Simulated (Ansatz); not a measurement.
Te, 3 atoms in the cell. Symmetry: P3_121, No. 152, trigonal system. Conventional cell: a = 4.454 Å, b = 4.454 Å, c = 5.924 Å, α = 90.00°, β = 90.00°, γ = 120.00°. Te (site symmetry 2) is surrounded by 2 Te at 2.86 Å. 

| Item | Value |
| --- | --- |
| Program | Ansatz 0.2.0 |
| Task | relaxation of cell and atoms |
| Functional | PBE |
| Potentials or basis | Ansatz PAW |
| Cutoff | 420 eV (not typed: the program's choice for these potentials) |
| k mesh | 7 × 7 × 5 |
| Occupations | fermi-dirac, width 0.05 eV |
| Spin | no spin polarisation |
| Target pressure | 20 GPa |
| Target pressure (GPa) | 20 |

Potentials or basis: Ansatz PAW.

The run is started by

```bash
$ ansatz run input.yaml --threads 2 --pin off --max-ram 5632MiB --backend cpu --events-out ev --progress --plain --runs-dir out
```

Hardware: 2 threads of Intel(R) Xeon(R) Platinum 8259CL CPU @ 2.50GHz (Skylake/Cascade Lake), with other jobs on the host.

Question: How long does it take, and how much memory?

Answer: It took 46 s on 2 threads of Intel(R) Xeon(R) Platinum 8259CL CPU @ 2.50GHz (Skylake/Cascade Lake) (shared host), peak memory 0.46 GiB. Counts: scf iterations 57, plane waves 1361, k points 32, bands 29, ion steps 11.
